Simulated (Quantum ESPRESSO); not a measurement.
# MgS (Niningerite) (Fm-3m) in Quantum ESPRESSO: a series of runs, part 3 of 3

Quantum ESPRESSO 7.5. Earlier steps stand in the parts before.

## (6) Dielectric tensor, BLYP

pw.in reads:

```
&CONTROL
  calculation = 'scf'
  prefix = 'pwscf'
  outdir = './tmp'
  pseudo_dir = './pseudo'
  tprnfor = .true.
  tstress = .true.
  disk_io = 'low'
/
&SYSTEM
  ibrav = 0
  nat = 2
  ntyp = 2
  ecutwfc = 45
  ecutrho = 360
  nbnd = 14
  input_dft = 'blyp'
  occupations = 'smearing'
  smearing = 'fd'
  degauss = 0.00367493
/
&ELECTRONS
  conv_thr = 4d-10
  electron_maxstep = 120
  mixing_beta = 0.5
/
ATOMIC_SPECIES
S     32.0600 s_pbe_v1.4.uspp.F.UPF
Mg    24.3050 mg_pbe_v1.4.uspp.F.UPF
CELL_PARAMETERS bohr
   0.0000000000    4.9164059721    4.9164059721
   4.9164059721    0.0000000000    4.9164059721
   4.9164059721    4.9164059721    0.0000000000
ATOMIC_POSITIONS bohr
S      4.9164059721    4.9164059721    4.9164059721
Mg     0.0000000000    0.0000000000    0.0000000000
K_POINTS automatic
6 6 6 1 1 1
```

scf2.in reads:

```
&CONTROL
  calculation = 'scf'
  prefix = 'pwscf'
  outdir = './tmp'
  pseudo_dir = './pseudo'
  tprnfor = .true.
  tstress = .true.
  disk_io = 'low'
/
&SYSTEM
  ibrav = 0
  nat = 2
  ntyp = 2
  ecutwfc = 45
  ecutrho = 360
  nbnd = 14
  input_dft = 'blyp'
  occupations = 'fixed'
/
&ELECTRONS
  conv_thr = 1d-13
  electron_maxstep = 120
  mixing_beta = 0.5
  startingpot = 'file'
  startingwfc = 'file'
/
ATOMIC_SPECIES
S     32.0600 s_pbe_v1.4.uspp.F.UPF
Mg    24.3050 mg_pbe_v1.4.uspp.F.UPF
CELL_PARAMETERS bohr
   0.0000000000    4.9164059721    4.9164059721
   4.9164059721    0.0000000000    4.9164059721
   4.9164059721    4.9164059721    0.0000000000
ATOMIC_POSITIONS bohr
S      4.9164059721    4.9164059721    4.9164059721
Mg     0.0000000000    0.0000000000    0.0000000000
K_POINTS automatic
6 6 6 1 1 1
```

ph.in reads:

```
dielectric of MgS
&INPUTPH
  prefix = 'pwscf'
  outdir = './tmp'
  tr2_ph = 1d-18
  fildyn = 'dyn'
  niter_ph = 90
  alpha_mix(1) = 0.7
  epsil = .true.
  trans = .false.
  zeu = .true.
/
0.0000000000 0.0000000000 0.0000000000
```

Potentials or basis: GBRV 1.5 PBE.

Launch:

```sh
$ OMP_NUM_THREADS=1 pw.x -in pw.in > pw.out
$ OMP_NUM_THREADS=1 pw.x -in scf2.in > scf2.out
$ OMP_NUM_THREADS=1 ph.x -in ph.in > ph.out
```

pw.out:

```text
This program is part of the open-source Quantum ESPRESSO suite
     for quantum simulation of materials; please cite
         "P. Giannozzi et al., J. Phys.:Condens. Matter 21 395502 (2009);
         "P. Giannozzi et al., J. Phys.:Condens. Matter 29 465901 (2017);
         "P. Giannozzi et al., J. Chem. Phys. 152 154105 (2020);
     in publications or presentations arising from this work. More details at

     IMPORTANT: XC functional enforced from input :
     Exchange-correlation= BLYP
                           (   1   3   1   3   0   0   0)
     Any further DFT definition will be discarded
     Please, verify this is what you really want

     Message from routine setup:
     using ibrav=0 with symmetry is DISCOURAGED, use correct ibrav instead

     G-vector sticks info
     --------------------
     sticks:   dense  smooth     PW     G-vecs:    dense   smooth      PW
     Sum        1189     595    199                27317     9721    1807

     Using Slab Decomposition

     bravais-lattice index     =            0
     lattice parameter (alat)  =       6.9528  a.u.
     unit-cell volume          =     237.6694 (a.u.)^3
     number of atoms/cell      =            2
     number of atomic types    =            2
     number of electrons       =        16.00
     number of Kohn-Sham states=           14
     kinetic-energy cutoff     =      45.0000  Ry
     charge density cutoff     =     360.0000  Ry
     scf convergence threshold =      4.0E-10
[... 93 lines left out ...]

     Initial potential from superposition of free atoms

     starting charge      15.6997, renormalised to      16.0000
     Starting wfcs are    9 randomized atomic wfcs +    5 random wfcs

     Self-consistent Calculation

     iteration #  1     ecut=    45.00 Ry     beta= 0.50
     Davidson diagonalization with overlap
     ethr =  1.00E-02,  avg # of iterations =  7.2

     total energy              =    -149.50871918 Ry
     estimated scf accuracy    <       0.19456377 Ry
[... 43 lines left out ...]
     iteration #  8     ecut=    45.00 Ry     beta= 0.50
     Davidson diagonalization with overlap
     ethr =  6.62E-11,  avg # of iterations =  2.2

     End of self-consistent calculation

          k = 0.0589 0.0589 0.0589 (  1239 PWs)   bands (ev):

   -68.4800 -35.2636 -35.2632 -35.2632  -5.9234   6.1194   6.5828   6.5828
    10.9211  14.5564  14.8606  14.8606  16.5843  16.5843
[... 73 lines left out ...]
   -68.4796 -35.2685 -35.2656 -35.2654  -4.3900   2.6703   4.7540   5.0491
     9.7439  11.6334  18.2784  18.2818  19.8530  20.8857

          k =-0.5303 0.1768-0.0589 (  1213 PWs)   bands (ev):

   -68.4796 -35.2679 -35.2656 -35.2650  -4.5815   2.9418   4.6015   5.1785
    10.9827  12.8058  15.4392  17.0333  19.1051  21.3880

          k =-0.4125 0.0589 0.0589 (  1225 PWs)   bands (ev):
[... 51 lines left out ...]
   -68.4797 -35.2687 -35.2651 -35.2642  -4.6043   2.2480   4.9405   5.8482
    12.0933  13.2180  14.3515  16.7315  19.3739  19.4895

     the Fermi energy is     7.8217 ev

!    total energy              =    -149.54385037 Ry
     estimated scf accuracy    <          4.2E-11 Ry
     smearing contrib. (-TS)   =      -0.00000000 Ry
     internal energy E=F+TS    =    -149.54385037 Ry

     The total energy is F=E-TS. E is the sum of the following terms:
     one-electron contribution =     -98.59032614 Ry
     hartree contribution      =      51.18138817 Ry
     xc contribution           =     -25.42143587 Ry
     ewald contribution        =     -76.71347653 Ry

     convergence has been achieved in   8 iterations

     Forces acting on atoms (cartesian axes, Ry/au):

     atom    1 type  1   force =    -0.00000000   -0.00000000    0.00000000
     atom    2 type  2   force =    -0.00000000   -0.00000000   -0.00000000

     Total force =     0.000000     Total SCF correction =     0.000000

     Computing stress (Cartesian axis) and pressure

          total   stress  (Ry/bohr**3)                   (kbar)     P=       37.70
   0.00025631   0.00000000  -0.00000000           37.70        0.00       -0.00
   0.00000000   0.00025631   0.00000000            0.00       37.70        0.00
  -0.00000000   0.00000000   0.00025631           -0.00        0.00       37.70

=------------------------------------------------------------------------------=
   JOB DONE.
=------------------------------------------------------------------------------=
```

It took 2.7 min on 1 thread of AMD EPYC, shared host; peak memory 0.14 GiB.

Results:

```yaml
Free_energy: -2034.6477 eV
Pressure: 3.8 GPa
Electronic_dielectric_tensor_diagonal: 5.23
Born_charges_mean_of_the_diagonal: S -2.35; Mg +2.35 e
```

Levels at points of the mesh, in eV from the valence-band top:
| k point | band 5 | band 6 | band 7 | band 8 | band 9 | band 10 | band 11 | band 12 |
| --- | --- | --- | --- | --- | --- | --- | --- | --- |
| (0.08, 0.08, 0.08) | -12.51 | -0.46 | 0.00 | 0.00 | 4.34 | 7.97 | 8.28 | 8.28 |

Electronic dielectric tensor:
```
5.23 0.00 0.00
0.00 5.23 0.00
0.00 0.00 5.23
```

Born effective charge tensors (e):
atom 1, S
```
-2.35  0.00  0.00
 0.00 -2.35  0.00
 0.00  0.00 -2.35
```
atom 2, Mg
```
2.35 0.00 0.00
0.00 2.35 0.00
0.00 0.00 2.35
```

Caveat: the potentials were made for another functional, which shifts forces and pressure; the cell is more than 3 GPa from zero pressure, which shifts response properties.

## (7) Dielectric tensor, AM05

pw.in, as its differences from that of step 6:

```diff
@@ -16,3 +16,3 @@
   nbnd = 14
-  input_dft = 'blyp'
+  input_dft = 'XC-000I-000I-120L-135L-000I-000I'
   occupations = 'smearing'
```

scf2.in, as its differences from that of step 6:

```diff
@@ -16,3 +16,3 @@
   nbnd = 14
-  input_dft = 'blyp'
+  input_dft = 'XC-000I-000I-120L-135L-000I-000I'
   occupations = 'fixed'
```

ph.in is that of step 6.

Potentials or basis: GBRV 1.5 PBE.

Launch:

```sh
$ OMP_NUM_THREADS=1 pw.x -in pw.in > pw.out
$ OMP_NUM_THREADS=1 pw.x -in scf2.in > scf2.out
$ OMP_NUM_THREADS=1 ph.x -in ph.in > ph.out
```

pw.out:

```text
This program is part of the open-source Quantum ESPRESSO suite
     for quantum simulation of materials; please cite
         "P. Giannozzi et al., J. Phys.:Condens. Matter 21 395502 (2009);
         "P. Giannozzi et al., J. Phys.:Condens. Matter 29 465901 (2017);
         "P. Giannozzi et al., J. Chem. Phys. 152 154105 (2020);
     in publications or presentations arising from this work. More details at

     IMPORTANT: XC functional enforced from input :
     Exchange-correlation= XC-000I-000I-120L-135L-000I-000I
                           (   0   0 120 135   0   0   0)
     Any further DFT definition will be discarded
     Please, verify this is what you really want

     Message from routine setup:
     using ibrav=0 with symmetry is DISCOURAGED, use correct ibrav instead

     G-vector sticks info
     --------------------
     sticks:   dense  smooth     PW     G-vecs:    dense   smooth      PW
     Sum        1189     595    199                27317     9721    1807

     Using Slab Decomposition

     bravais-lattice index     =            0
     lattice parameter (alat)  =       6.9528  a.u.
     unit-cell volume          =     237.6694 (a.u.)^3
     number of atoms/cell      =            2
     number of atomic types    =            2
     number of electrons       =        16.00
     number of Kohn-Sham states=           14
     kinetic-energy cutoff     =      45.0000  Ry
     charge density cutoff     =     360.0000  Ry
     scf convergence threshold =      4.0E-10
     mixing beta               =       0.5000
     number of iterations used =            8  plain     mixing
     Exchange-correlation= XC-000I-000I-120L-135L-000I-000I
                           (   0   0 120 135   0   0   0)

     celldm(1)=   6.952848  celldm(2)=   0.000000  celldm(3)=   0.000000
     celldm(4)=   0.000000  celldm(5)=   0.000000  celldm(6)=   0.000000

[... 8 lines left out ...]
               b(3) = (  0.707107  0.707107 -0.707107 )

     PseudoPot. # 1 for S  read from file:
     s_pbe_v1.4.uspp.F.UPF
     Pseudo is Ultrasoft + core correction, Zval =  6.0
     Generated by new atomic code, or converted to UPF format
     Using radial grid of  907 points,  6 beta functions with:
                l(1) =   0
                l(2) =   0
                l(3) =   1
                l(4) =   1
                l(5) =   2
                l(6) =   2
     Q(r) pseudized with  8 coefficients,  rinner =    1.300   1.300   1.300
                                                       1.300   1.300

     PseudoPot. # 2 for Mg read from file:
     mg_pbe_v1.4.uspp.F.UPF
     Pseudo is Ultrasoft, Zval = 10.0
     Generated by new atomic code, or converted to UPF format
     Using radial grid of  821 points,  7 beta functions with:
                l(1) =   0
                l(2) =   0
                l(3) =   0
                l(4) =   1
                l(5) =   1
                l(6) =   2
                l(7) =   2
     Q(r) pseudized with  8 coefficients,  rinner =    1.200   1.200   1.200
                                                       1.200   1.200

     atomic species   valence    mass     pseudopotential
     S                 6.00    32.06000     S ( 1.00)
     Mg               10.00    24.30500     Mg( 1.00)

     48 Sym. Ops., with inversion, found

   Cartesian axes

     site n.     atom                  positions (alat units)
         1        S      tau(   1) = (   0.7071068   0.7071068   0.7071068  )
         2        Mg     tau(   2) = (   0.0000000   0.0000000   0.0000000  )

     number of k points=    28  Fermi-Dirac smearing, width (Ry)=  0.0037
                       cart. coord. in units 2pi/alat
        k(    1) = (   0.0589256   0.0589256   0.0589256), wk =   0.0185185
        k(    2) = (   0.1767767   0.1767767  -0.0589256), wk =   0.0555556
        k(    3) = (   0.2946278   0.2946278  -0.1767767), wk =   0.0555556
        k(    4) = (  -0.2946278  -0.2946278   0.4124790), wk =   0.0555556
        k(    5) = (  -0.1767767  -0.1767767   0.2946278), wk =   0.0555556
        k(    6) = (  -0.0589256  -0.0589256   0.1767767), wk =   0.0555556
[... 20 lines left out ...]
        k(   27) = (   0.2946278   0.2946278   0.2946278), wk =   0.0185185
        k(   28) = (  -0.2946278  -0.2946278   0.8838835), wk =   0.0555556

     Dense  grid:    27317 G-vectors     FFT dimensions: (  45,  45,  45)

     Smooth grid:     9721 G-vectors     FFT dimensions: (  30,  30,  30)

     WARNING: libxc functional with ID  120 depends
      on external parameters: check the user_guide of
      QE if you need to modify them or to check their
      default values.

     WARNING: libxc functional with ID  135 depends
      on external parameters: check the user_guide of
      QE if you need to modify them or to check their
      default values.

     Initial potential from superposition of free atoms

     starting charge      15.6997, renormalised to      16.0000
     Starting wfcs are    9 randomized atomic wfcs +    5 random wfcs

     Self-consistent Calculation

     iteration #  1     ecut=    45.00 Ry     beta= 0.50
     Davidson diagonalization with overlap
     ethr =  1.00E-02,  avg # of iterations =  7.1

     total energy              =    -149.06416475 Ry
     estimated scf accuracy    <       0.16877280 Ry
[... 50 lines left out ...]
     iteration #  9     ecut=    45.00 Ry     beta= 0.50
     Davidson diagonalization with overlap
     ethr =  4.80E-12,  avg # of iterations =  2.1

     End of self-consistent calculation

          k = 0.0589 0.0589 0.0589 (  1239 PWs)   bands (ev):

   -68.1755 -34.9358 -34.9354 -34.9354  -6.3870   5.7039   6.1969   6.1969
    10.2847  13.8642  14.2069  14.2069  16.0995  16.0995

          k = 0.1768 0.1768-0.0589 (  1224 PWs)   bands (ev):

   -68.1754 -34.9377 -34.9360 -34.9355  -6.0430   4.1184   5.6292   6.1096
    11.4007  13.5295  14.2688  14.3256  15.1516  16.8165

          k = 0.2946 0.2946-0.1768 (  1212 PWs)   bands (ev):

   -68.1753 -34.9408 -34.9364 -34.9359  -5.3936   2.1312   5.2934   5.7791
    11.2147  13.1403  13.4170  15.5669  17.3616  18.1293

          k =-0.2946-0.2946 0.4125 (  1204 PWs)   bands (ev):
[... 16 lines left out ...]
   -68.1754 -34.9379 -34.9362 -34.9361  -5.8822   3.9346   5.5020   5.5056
    11.6684  12.3913  13.6895  15.4041  15.9818  17.3116

          k = 0.4125 0.1768-0.0589 (  1215 PWs)   bands (ev):

   -68.1752 -34.9398 -34.9372 -34.9365  -5.3580   2.7517   4.6181   5.2505
    11.3607  12.4715  13.7254  15.5140  17.2789  19.7302

          k =-0.1768-0.4125 0.5303 (  1208 PWs)   bands (ev):
[... 6 lines left out ...]
   -68.1752 -34.9403 -34.9378 -34.9363  -5.1784   2.3861   4.0737   5.4195
    12.0748  12.6045  13.9537  14.9225  17.2198  20.3651

          k = 0.0589-0.1768 0.2946 (  1218 PWs)   bands (ev):

   -68.1753 -34.9388 -34.9365 -34.9358  -5.7385   3.3464   5.1400   5.8076
    11.9119  13.1709  13.2864  14.7040  15.9489  18.1992

          k = 0.5303 0.0589 0.0589 (  1218 PWs)   bands (ev):
[... 6 lines left out ...]
   -68.1751 -34.9407 -34.9384 -34.9376  -4.7744   2.2944   3.7389   4.4654
    10.0143  11.8132  15.9149  16.8430  19.1681  21.0058

          k = 0.0589-0.4125 0.5303 (  1199 PWs)   bands (ev):

   -68.1751 -34.9403 -34.9391 -34.9370  -4.8311   2.3817   3.2123   4.8897
    10.9648  13.4860  14.9046  15.1632  18.1953  19.1424

          k = 0.1768-0.2946 0.4125 (  1210 PWs)   bands (ev):

   -68.1752 -34.9412 -34.9370 -34.9363  -5.1458   1.8406   4.7957   5.4637
    11.6186  12.3337  13.8670  15.6425  18.1347  19.2105

          k =-0.6482 0.0589 0.0589 (  1205 PWs)   bands (ev):

   -68.1751 -34.9411 -34.9379 -34.9377  -4.7961   2.1084   4.2952   4.6060
     9.2640  10.8075  17.5465  17.8151  19.2505  20.3847

          k =-0.5303 0.1768-0.0589 (  1213 PWs)   bands (ev):

   -68.1752 -34.9405 -34.9379 -34.9372  -4.9978   2.4073   4.1174   4.7354
    10.4895  12.0421  14.7954  16.4728  18.5206  20.9284

          k =-0.4125 0.0589 0.0589 (  1225 PWs)   bands (ev):

   -68.1753 -34.9394 -34.9369 -34.9368  -5.4644   3.0960   4.9705   5.0887
    10.7840  11.6141  14.7173  16.2502  17.2388  18.3633

          k = 0.1768 0.1768 0.1768 (  1227 PWs)   bands (ev):
[... 31 lines left out ...]
   -68.1751 -34.9401 -34.9391 -34.9376  -4.7524   2.6105   3.2324   4.1972
    11.1691  13.2291  14.3061  15.3564  19.3429  20.5007

          k =-0.7660 0.1768 0.1768 (  1208 PWs)   bands (ev):

   -68.1751 -34.9404 -34.9390 -34.9372  -4.7882   2.3948   3.2107   4.8874
    10.1349  12.8471  15.7560  15.9499  18.2753  19.7367

          k = 0.2946 0.2946 0.2946 (  1206 PWs)   bands (ev):
[... 6 lines left out ...]
   -68.1752 -34.9414 -34.9374 -34.9364  -5.0214   1.7115   4.4615   5.4312
    11.4237  12.6092  13.8147  16.1300  18.7899  18.9204

     the Fermi energy is     7.4149 ev

!    total energy              =    -149.09072292 Ry
     estimated scf accuracy    <          1.1E-11 Ry
     smearing contrib. (-TS)   =      -0.00000000 Ry
     internal energy E=F+TS    =    -149.09072292 Ry

     The total energy is F=E-TS. E is the sum of the following terms:
     one-electron contribution =     -98.45080264 Ry
     hartree contribution      =      50.97998097 Ry
     xc contribution           =     -24.90642471 Ry
     ewald contribution        =     -76.71347653 Ry

     convergence has been achieved in   9 iterations

     Forces acting on atoms (cartesian axes, Ry/au):

     atom    1 type  1   force =    -0.00000000   -0.00000000    0.00000000
     atom    2 type  2   force =     0.00000000    0.00000000   -0.00000000

     Total force =     0.000000     Total SCF correction =     0.000000

     Computing stress (Cartesian axis) and pressure

          total   stress  (Ry/bohr**3)                   (kbar)     P=       -6.26
  -0.00004258   0.00000000   0.00000000           -6.26        0.00        0.00
   0.00000000  -0.00004258   0.00000000            0.00       -6.26        0.00
   0.00000000   0.00000000  -0.00004258            0.00        0.00       -6.26

=------------------------------------------------------------------------------=
   JOB DONE.
=------------------------------------------------------------------------------=
```

Run time: 2.8 min. Hardware: 1 thread of AMD EPYC, shared host; peak memory 0.14 GiB.

Results:

```
Free energy                             : -2028.4826 eV
Pressure                                : -0.6 GPa
Electronic dielectric tensor (diagonal) : 5.54
Born charges (mean of the diagonal)     : S -2.33; Mg +2.33 e
```

Levels at points of the mesh, in eV from the valence-band top:
```tsv
k point	band 6	band 7	band 8	band 9	band 10	band 11
(0.08, 0.08, 0.08)	-0.49	0.00	0.00	4.09	7.67	8.01
```

Electronic dielectric tensor:
```
5.54 0.00 0.00
0.00 5.54 0.00
0.00 0.00 5.54
```

Born effective charge tensors (e):
atom 1, S
```
-2.33  0.00  0.00
 0.00 -2.33  0.00
 0.00  0.00 -2.33
```
atom 2, Mg
```
2.33 0.00 0.00
0.00 2.33 0.00
0.00 0.00 2.33
```

Caveat: the potentials were made for another functional, which shifts forces and pressure.

## (8) Summary

```tsv
level	potentials or basis	form of the LDA correlation	pressure (GPa)
LDA	GBRV 1.5 LDA	PZ81	-3.4
PBE	GBRV 1.5 PBE	-	1.0
PBEsol	GBRV 1.5 PBEsol	-	-1.1
WC	GBRV 1.5 PBE	-	-0.7
BLYP	GBRV 1.5 PBE	-	3.8
AM05	GBRV 1.5 PBE	-	-0.6
```

Alike in all rows: task dielectric tensor; no spin polarisation; cell as given; k mesh 6 × 6 × 6, shifted; cutoff (eV) 612; smearing fermi-dirac 0.05 eV.

Caveats: the potentials were made for another functional, which shifts forces and pressure (some runs); the cell is more than 3 GPa from zero pressure, which shifts response properties (some runs).

Total energies depend on the potentials used, so only differences within one code and one set of settings carry meaning.
